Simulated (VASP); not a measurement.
# Pm (Fm-3m) in VASP: notebook

Runs on Pm. Level: PBE. Tasks: single point.

Program: VASP 6.6.1. These are calculated values, not measurements. Logs are shortened: lines on timing, memory, paths and dates and some standing lists are left out, and cuts for length are marked.

### Step 1. Starting point

Symmetry: Fm-3m, No. 225, cubic system. Conventional cell: a = 5.122 Å, b = 5.122 Å, c = 5.122 Å, α = 90.00°, β = 90.00°, γ = 90.00°. Pm (site symmetry m-3m) has 12 Pm at 3.62 Å as nearest neighbours.

The cell was built by a generator and needn't be a form met in nature.

### Step 2. Single point, PBE, collinear spin, typed start

Contents of INCAR:

```
SYSTEM = Pm
PREC = Accurate
ENCUT = 520
EDIFF = 1E-6
ISMEAR = 0
SIGMA = 0.05
LREAL = .False.
LASPH = .True.
NELM = 150
ALGO = Fast
ISIF = 2
LWAVE = .False.
LCHARG = .False.
ISPIN = 2
MAGMOM = 4
LORBIT = 11
LMAXMIX = 6
GGA = PE
NBANDS = 18
```

Contents of KPOINTS:

```
regular mesh
0
Gamma
  6 6 6
  0 0 0
```

Contents of POSCAR:

```
Pm
1.0
    0.0000000000      2.5609734711      2.5609734711
    2.5609734711      0.0000000000      2.5609734711
    2.5609734711      2.5609734711      0.0000000000
Pm
1
Direct
    0.0000000000      0.0000000000      0.0000000000
```

Potentials or basis: VASP PAW PBE potentials, release 64 (Pm).

Launch:

```console
$ cat potpaw_PBE.64/Pm/POTCAR > POTCAR
$ mpirun -np 1 vasp_std > vasp.out
```

OUTCAR:

```text
SYSTEM = Pm
   PREC = Accurate
   ENCUT = 520
   EDIFF = 1E-6
   ISMEAR = 0
   LREAL = .False.
   LASPH = .True.
   NELM = 150
   ISIF = 2
   ISPIN = 2
   LORBIT = 11
   GGA = PE

 ion  position               nearest neighbor table
   1  0.000  0.000  0.000-

  LATTYP: Found a face centered cubic cell.
 ALAT       =     5.1219469422

  Lattice vectors:

 A1 = (   0.0000000000,   2.5609734711,   2.5609734711)
 A2 = (   2.5609734711,   0.0000000000,   2.5609734711)
 A3 = (   2.5609734711,   2.5609734711,   0.0000000000)

Analysis of symmetry for initial positions (statically):
=====================================================================
 Subroutine PRICEL returns:
 Original cell was already a primitive cell.

 Routine SETGRP: Setting up the symmetry group for a
 face centered cubic supercell.

 Subroutine GETGRP returns: Found 48 space group operations
 (whereof 48 operations were pure point group operations)
 out of a pool of 48 trial point group operations.

The static configuration has the point symmetry O_h .

Analysis of symmetry for dynamics (positions and initial velocities):
=====================================================================
 Subroutine PRICEL returns:
 Original cell was already a primitive cell.

 Routine SETGRP: Setting up the symmetry group for a
 face centered cubic supercell.

 Subroutine GETGRP returns: Found 48 space group operations
 (whereof 48 operations were pure point group operations)
 out of a pool of 48 trial point group operations.

The dynamic configuration has the point symmetry O_h .

Analysis of structural, dynamic, and magnetic symmetry:
=====================================================================
 Subroutine PRICEL returns:
 Original cell was already a primitive cell.

 Routine SETGRP: Setting up the symmetry group for a
 face centered cubic supercell.

 Subroutine GETGRP returns: Found 48 space group operations
 (whereof 48 operations were pure point group operations)
 out of a pool of 48 trial point group operations.

The overall configuration has the point symmetry O_h .

 Subroutine INISYM returns: Found 48 space group operations
 (whereof 48 operations are pure point group operations),
 and found     1 'primitive' translations

----------------------------------------------------------------------------------------

                                     Primitive cell

  volume of cell :      33.5927

  direct lattice vectors                    reciprocal lattice vectors
     0.000000000  2.560973471  2.560973471    -0.195238258  0.195238258  0.195238258
     2.560973471  0.000000000  2.560973471     0.195238258 -0.195238258  0.195238258
     2.560973471  2.560973471  0.000000000     0.195238258  0.195238258 -0.195238258

  length of vectors
     3.621763416  3.621763416  3.621763416     0.338162583  0.338162583  0.338162583

  position of ions in fractional coordinates (direct lattice)
     0.000000000  0.000000000  0.000000000

  ion indices of the primitive-cell ions
   primitive index   ion index
                 1           1

----------------------------------------------------------------------------------------

 KPOINTS: regular mesh

Automatic generation of k-mesh.
 Grid dimensions read from file:
 generate k-points for:    6    6    6

 Generating k-lattice:

  Cartesian coordinates                     Fractional coordinates (reciprocal lattice)
    -0.032539710  0.032539710  0.032539710     0.166666667  0.000000000  0.000000000
     0.032539710 -0.032539710  0.032539710     0.000000000  0.166666667  0.000000000
     0.032539710  0.032539710 -0.032539710     0.000000000  0.000000000  0.166666667

  Length of vectors
     0.056360430  0.056360430  0.056360430

  Shift w.r.t. Gamma in fractional coordinates (k-lattice)
     0.000000000  0.000000000  0.000000000

 Subroutine IBZKPT returns following result:
 ===========================================

 Found     16 irreducible k-points:

 Following reciprocal coordinates:
            Coordinates               Weight
  0.000000  0.000000  0.000000      1.000000
  0.166667  0.000000  0.000000      8.000000
  0.333333  0.000000  0.000000      8.000000
  0.500000  0.000000  0.000000      4.000000
  0.166667  0.166667  0.000000      6.000000
  0.333333  0.166667  0.000000     24.000000
[... 8 lines left out ...]
 -0.333333  0.333333  0.166667     24.000000
 -0.333333  0.500000  0.166667     12.000000
   k-points           NKPTS =     16   k-points in BZ     NKDIM =     16   number of bands    NBANDS=     18
   number of dos      NEDOS =    301   number of ions     NIONS =      1
   total plane-waves  NPLWV =  21952
   dimension x,y,z NGX =    28 NGY =   28 NGZ =   28
   dimension x,y,z NGXF=    56 NGYF=   56 NGZF=   56
   ions per type =               1
   NGX,Y,Z   is equivalent  to a cutoff of  12.85, 12.85, 12.85 a.u.
   NGXF,Y,Z  is equivalent  to a cutoff of  25.71, 25.71, 25.71 a.u.
 SYSTEM =  Pm
   PREC   = accura    normal or accurate (medium, high low for compatibility)
   ISTART =      0    job   : 0-new  1-cont  2-samecut
   ICHARG =      2    charge: 1-file 2-atom 10-const
   ISPIN  =      2    spin polarized calculation?
   LNONCOLLINEAR =      F non collinear calculations
   LSORBIT =      F    spin-orbit coupling
   LASPH  =      T    aspherical Exc in radial PAW
   ENCUT  =  520.0 eV  38.22 Ry    6.18 a.u.   6.73  6.73  6.73*2*pi/ulx,y,z
   NELM   =    150;   NELMIN=  2; NELMDL= -5     # of ELM steps
   EDIFF  = 0.1E-05   stopping-criterion for ELM
   LREAL  =      F    real-space projection
   EDIFFG = 0.1E-04   stopping-criterion for IOM
   NSW    =      0    number of steps for IOM
   IBRION =     -1    ionic relax: 0-MD 1-quasi-New 2-CG
   NFREE  =      0    steps in history (QN), initial steepest desc. (CG)
   ISIF   =      2    stress and relaxation
   ISYM   =      2    0-nonsym 1-usesym 2-fastsym
   POTIM  = 0.5000    time-step for ionic-motion
   TEBEG  =    0.0;   TEEND  =   0.0 temperature during run
   PSTRESS=    0.0 pullay stress
   NELECT =      15.0000    total number of electrons
   NUPDOWN=      -1.0000    fix difference up-down
   EMIN   =  10.00;   EMAX   =-10.00  energy-range for DOS
   EFERMI =   0.00;   METHOD = LEGACY
   ISMEAR =     0;   SIGMA  =   0.05  broadening in eV -4-tet -1-fermi 0-gaus
[... 30 lines left out ...]
  free energy    TOTEN  =        -7.71145660 eV

  energy without entropy =       -7.70003264  energy(sigma->0) =       -7.70574462

 E-fermi :   5.9953     XC(G=0):  -9.8909

 val. band max:        5.9928444063   @ k =   0.3333   0.1667   0.0000
 cond. band min:       5.9988762159   @ k =   0.3333   0.1667   0.0000
 fundamental gap:      0.0060318096
 Fermi energy:         5.9952792966

 spin component 1

 k-point     1 :       0.0000    0.0000    0.0000
  band No.  band energies     occupation
      1     -32.6951      1.00000
      2     -12.5549      1.00000
      3     -12.5549      1.00000
      4     -12.5549      1.00000
      5       1.6952      1.00000
      6       5.6552      1.00000
[... 10 lines left out ...]
     17      10.2619      0.00000
     18      15.2246      0.00000

 k-point     2 :       0.1667    0.0000    0.0000
  band No.  band energies     occupation
      1     -32.6640      1.00000
      2     -12.8582      1.00000
      3     -12.5914      1.00000
      4     -12.5914      1.00000
      5       2.4617      1.00000
      6       5.5531      1.00000
[... 10 lines left out ...]
     17      10.0319      0.00000
     18      16.1115      0.00000

 k-point     3 :       0.3333    0.0000    0.0000
  band No.  band energies     occupation
      1     -32.6010      1.00000
      2     -13.4151      1.00000
      3     -12.6632      1.00000
      4     -12.6632      1.00000
      5       3.6867      1.00000
      6       5.4297      1.00000
[... 10 lines left out ...]
     17      11.0090      0.00000
     18      14.8229      0.00000

 k-point     4 :       0.5000    0.0000    0.0000
  band No.  band energies     occupation
      1     -32.5690      1.00000
      2     -13.6735      1.00000
      3     -12.6985      1.00000
      4     -12.6985      1.00000
      5       3.8991      1.00000
      6       5.3885      1.00000
[... 206 lines left out ...]
      3     -13.0103      1.00000
      4     -12.7995      1.00000
      5       4.8665      1.00000
      6       5.3650      1.00000
[... 10 lines left out ...]
     17      13.1408      0.00000
     18      15.9724      0.00000

 k-point    15 :      -0.3333    0.3333    0.1667
  band No.  band energies     occupation
      1     -32.5379      1.00000
      2     -13.4256      1.00000
      3     -13.1468      1.00000
      4     -12.8626      1.00000
      5       5.2156      1.00000
      6       5.2614      1.00000
[... 10 lines left out ...]
     17      14.1408      0.00000
     18      14.2783      0.00000

 k-point    16 :      -0.3333    0.5000    0.1667
  band No.  band energies     occupation
      1     -32.5276      1.00000
      2     -13.4455      1.00000
      3     -13.1224      1.00000
      4     -12.9676      1.00000
      5       4.6784      1.00000
      6       5.2422      1.00000
[... 10 lines left out ...]
     17      14.2464      0.00000
     18      15.0489      0.00000
 Fermi energy:         5.9952792966

 spin component 2

 k-point     1 :       0.0000    0.0000    0.0000
  band No.  band energies     occupation
      1     -30.5024      1.00000
      2     -10.8545      1.00000
      3     -10.8545      1.00000
      4     -10.8545      1.00000
      5       2.8358      1.00000
      6       8.2123      0.00000
[... 10 lines left out ...]
     17      11.3274      0.00000
     18      16.8695      0.00000

 k-point     2 :       0.1667    0.0000    0.0000
  band No.  band energies     occupation
      1     -30.4672      1.00000
      2     -11.1882      1.00000
      3     -10.8938      1.00000
      4     -10.8938      1.00000
      5       3.6237      1.00000
      6       7.7194      0.00000
[... 10 lines left out ...]
     17      11.1879      0.00000
     18      17.3207      0.00000

 k-point     3 :       0.3333    0.0000    0.0000
  band No.  band energies     occupation
      1     -30.3957      1.00000
      2     -11.7957      1.00000
      3     -10.9707      1.00000
      4     -10.9707      1.00000
      5       4.8804      1.00000
      6       7.7554      0.00000
[... 10 lines left out ...]
     17      12.2398      0.00000
     18      16.0161      0.00000

 k-point     4 :       0.5000    0.0000    0.0000
  band No.  band energies     occupation
      1     -30.3593      1.00000
      2     -12.0758      1.00000
      3     -11.0085      1.00000
      4     -11.0085      1.00000
      5       5.1029      1.00000
      6       8.1941      0.00000
[... 207 lines left out ...]
      4     -11.1203      1.00000
      5       5.9776      0.69164
      6       6.9177      0.00000
[... 10 lines left out ...]
     17      14.3556      0.00000
     18      17.2783      0.00000

 k-point    15 :      -0.3333    0.3333    0.1667
  band No.  band energies     occupation
      1     -30.3241      1.00000
      2     -11.8038      1.00000
      3     -11.4979      1.00000
      4     -11.1897      1.00000
      5       6.3244      0.00000
      6       6.7991      0.00000
[... 10 lines left out ...]
     17      15.4130      0.00000
     18      15.5814      0.00000

 k-point    16 :      -0.3333    0.5000    0.1667
  band No.  band energies     occupation
      1     -30.3123      1.00000
      2     -11.8207      1.00000
      3     -11.4719      1.00000
      4     -11.3063      1.00000
      5       5.5815      1.00000
      6       6.6607      0.00000
[... 10 lines left out ...]
     17      15.6299      0.00000
     18      16.3797      0.00000

------------------------ aborting loop because EDIFF is reached ----------------------------------------

  FORCE on cell =-STRESS in cart. coord.  units (eV):
  Direction    XX          YY          ZZ          XY          YZ          ZX
  --------------------------------------------------------------------------------------
  -------------------------------------------------------------------------------------
  Total        0.3484509      0.3484509      0.3484509     -0.0000000      0.0000000     -0.0000000
  in kB       16.6190790     16.6190790     16.6190790     -0.0000000      0.0000000     -0.0000000
  external PRESSURE =      16.6190790 kB  Pullay stress =       0.0000000 kB

 VOLUME and BASIS-vectors are now :
 -----------------------------------------------------------------------------
  energy-cutoff  :      520.00
  volume of cell :       33.59
      direct lattice vectors                 reciprocal lattice vectors
     0.000000000  2.560973471  2.560973471    -0.195238258  0.195238258  0.195238258
     2.560973471  0.000000000  2.560973471     0.195238258 -0.195238258  0.195238258
     2.560973471  2.560973471  0.000000000     0.195238258  0.195238258 -0.195238258

 POSITION                                       TOTAL-FORCE (eV/Angst)
 -----------------------------------------------------------------------------------
      0.00000      0.00000      0.00000         0.000000      0.000000      0.000000
 -----------------------------------------------------------------------------------
    total drift:                               -0.000000     -0.000000      0.000000

  FREE ENERGIE OF THE ION-ELECTRON SYSTEM (eV)
  ---------------------------------------------------
  free  energy   TOTEN  =        -7.7114565952 eV

  energy  without entropy=       -7.7000326401  energy(sigma->0) =       -7.70574462

 total charge

# of ion       s       p       d       f       tot
--------------------------------------------------
    1        2.055   5.488   0.501   4.378  12.421

 magnetization (x)

# of ion       s       p       d       f       tot
--------------------------------------------------
    1       -0.004   0.036   0.240   4.367   4.639
```

Run time: 36 s. Hardware: 1 thread of Intel Xeon Platinum 8488C (Sapphire Rapids), shared host; peak memory 0.18 GiB.

Results:

- Free energy: -7.7115 eV
- Pressure: 1.7 GPa
- Band gap on the k mesh: none (metal or under the smearing width)
- Net moment: 5.37 μB per cell
- Site moments: Pm +4.64 μB
- Valence electrons inside the program's atomic spheres: Pm 12.42

Caveat: the magnetic or orbital state may not be the lowest; spin-orbit coupling is left out, which moves the levels of the heavy elements. The state reached can hang on the start; a lower one may exist.

### Step 3. Single point, PBE, collinear spin, typed start

This run uses another cell than the first one, of 37.56 Å³/atom, 1.118 times its volume.

Contents of INCAR:

```
SYSTEM = Pm
ALGO     = Normal         ! electronic algorithm
EDIFF    = 1E-6           ! SCF threshold, eV
ENCUT    = 520            ! plane-wave cutoff, eV
GGA      = PE             ! functional
ISIF     = 2              ! what is computed and relaxed
ISMEAR   = 0              ! smearing method
ISPIN    = 2              ! spin polarisation
LASPH    = .True.         ! aspherical terms in the spheres
LCHARG   = .True.         ! write CHGCAR
LELF     = .True.         ! ELF
LMAXMIX  = 6              ! l up to which the mixer works
LORBIT   = 11             ! projections on sites
LREAL    = .False.        ! projectors in reciprocal space
LVHAR    = .True.       
LWAVE    = .False.        ! write WAVECAR
MAGMOM   = 5.47           ! initial moments
NBANDS   = 18             ! bands
NELM     = 150            ! most SCF steps
PREC     = Accurate       ! precision mode
SIGMA    = 0.05           ! smearing width, eV
```

Contents of KPOINTS:

```
k-points
0
Gamma
  6 6 6
  0 0 0
```

Contents of POSCAR:

```
Pm
1.0
    0.0000000000      2.6579787156      2.6579787156
    2.6579787156      0.0000000000      2.6579787156
    2.6579787156      2.6579787156      0.0000000000
Pm
1
Direct
    0.0000000000      0.0000000000      0.0000000000
```

Potentials or basis: VASP PAW PBE potentials, release 64 (Pm).

Launch:

```console
$ cat potpaw_PBE.64/Pm/POTCAR > POTCAR
$ mpirun -np 1 vasp_std > vasp.out
```

Run time: 24 s. Hardware: 1 thread of Intel Xeon Platinum 8488C (Sapphire Rapids), shared host; peak memory 0.18 GiB.

It converged, with:

| Quantity | Value |
| --- | --- |
| Free energy | -7.7269 eV |
| Pressure | -0.6 GPa |
| Band gap on the k mesh | none (metal or under the smearing width) |
| Net moment | 5.33 μB per cell |
| Site moments | Pm +4.63 μB |
| Valence electrons inside the program's atomic spheres | Pm 12.38 |

Levels at points of the mesh, in eV from the Fermi level:
Spin up:
```tsv
k point	band 6	band 7	band 8	band 9	band 10	band 11	band 12	band 13	band 14	band 15
(0.00, 0.00, 0.00)	-0.37	-0.37	-0.37	-0.10	-0.10	-0.10	-0.05	1.70	1.70	1.70
(0.50, 0.00, 0.00)	-0.59	-0.59	-0.36	-0.23	0.08	0.08	0.20	1.51	1.56	1.56
(0.50, 0.50, 0.00)	-1.04	-0.58	-0.56	-0.56	-0.06	0.06	0.06	0.35	2.89	5.68
```
Spin down:
```
           k point  band 3  band 4  band 5  band 6  band 7  band 8
(0.00, 0.00, 0.00)  -17.06  -17.06   -3.16    2.32    2.75    2.75
(0.50, 0.00, 0.00)  -17.17  -17.17   -0.79    2.03    2.50    2.51
(0.50, 0.50, 0.00)  -17.37  -17.37   -0.98    0.08    2.71    2.87
```

Caveat: the magnetic or orbital state may not be the lowest; spin-orbit coupling is left out, which moves the levels of the heavy elements. The state reached can hang on the start; a lower one may exist.

### Step 4. Single point, PBE, collinear spin, typed start

This run uses another cell than the first one, of 38.24 Å³/atom, 1.138 times its volume.

Contents of INCAR:

```
SYSTEM = Pm
ALGO = Normal
EDIFF = 1E-6
ENCUT = 520
GGA = PE
ISIF = 2
ISMEAR = 0
ISPIN = 2
LASPH = .TRUE.
LCHARG = .FALSE.
LMAXMIX = 6
LORBIT = 11
LREAL = .FALSE.
LWAVE = .FALSE.
MAGMOM = 5.38
NBANDS = 18
NELM = 150
PREC = Accurate
SIGMA = 0.05
```

Contents of KPOINTS:

```
k-points
0
G
  6 6 6
  0 0 0
```

Contents of POSCAR:

```
Pm
1.0
    0.0000000000      2.6740031693      2.6740031693
    2.6740031693      0.0000000000      2.6740031693
    2.6740031693      2.6740031693      0.0000000000
Pm
1
Direct
    0.0000000000      0.0000000000      0.0000000000
```

Launch:

```console
$ cat potpaw_PBE.64/Pm/POTCAR > POTCAR
$ mpirun -np 1 vasp_std > vasp.out
```

Run time: 22 s. Hardware: 1 thread of Intel Xeon Platinum 8488C (Sapphire Rapids), shared host; peak memory 0.17 GiB.

Results (log left out):

* Free energy: -7.7238 eV
* Pressure: -0.7 GPa
* Band gap on the k mesh: none (metal or under the smearing width)
* Net moment: 5.33 μB per cell
* Site moments: Pm +4.63 μB
* Valence electrons inside the program's atomic spheres: Pm 12.38

Levels at points of the mesh, in eV from the Fermi level:
Spin up:
| k point | band 6 | band 7 | band 8 | band 9 | band 10 | band 11 | band 12 | band 13 | band 14 | band 15 |
| --- | --- | --- | --- | --- | --- | --- | --- | --- | --- | --- |
| (0.00, 0.00, 0.00) | -0.37 | -0.37 | -0.37 | -0.09 | -0.09 | -0.09 | -0.04 | 1.70 | 1.70 | 1.70 |
| (0.50, 0.00, 0.00) | -0.58 | -0.58 | -0.37 | -0.23 | 0.08 | 0.08 | 0.20 | 1.45 | 1.56 | 1.56 |
| (0.50, 0.50, 0.00) | -1.00 | -0.57 | -0.56 | -0.56 | -0.06 | 0.06 | 0.06 | 0.35 | 2.80 | 5.59 |
Spin down:
```
           k point  band 3  band 4  band 5  band 6  band 7  band 8
(0.00, 0.00, 0.00)  -17.09  -17.09   -3.15    2.33    2.76    2.76
(0.50, 0.00, 0.00)  -17.20  -17.20   -0.78    1.99    2.50    2.50
(0.50, 0.50, 0.00)  -17.39  -17.39   -0.94    0.11    2.70    2.87
```

Caveat: the magnetic or orbital state may not be the lowest; spin-orbit coupling is left out, which moves the levels of the heavy elements. The state reached can hang on the start; a lower one may exist.

### Step 5. Overview

| cell | gap on the mesh (eV) | pressure (GPa) | moment (μB) |
| --- | --- | --- | --- |
| Fm-3m, 33.59 Å³/atom | none | 1.7 | 5.37 |
| Fm-3m, 37.56 Å³/atom | none | -0.6 | 5.33 |
| Fm-3m, 38.24 Å³/atom | none | -0.7 | 5.33 |

Alike in all rows: task single point; level PBE; potentials or basis VASP PAW PBE potentials, release 64 (Pm); spin collinear, typed start; k mesh 6 × 6 × 6; cutoff (eV) 520; smearing gaussian 0.05 eV.

Every run on the cell as given and a fine mesh finds a metal.

Caveats: the magnetic or orbital state may not be the lowest; spin-orbit coupling is left out, which moves the levels of the heavy elements.

Absolute energies hang on the potentials; compare differences alone.
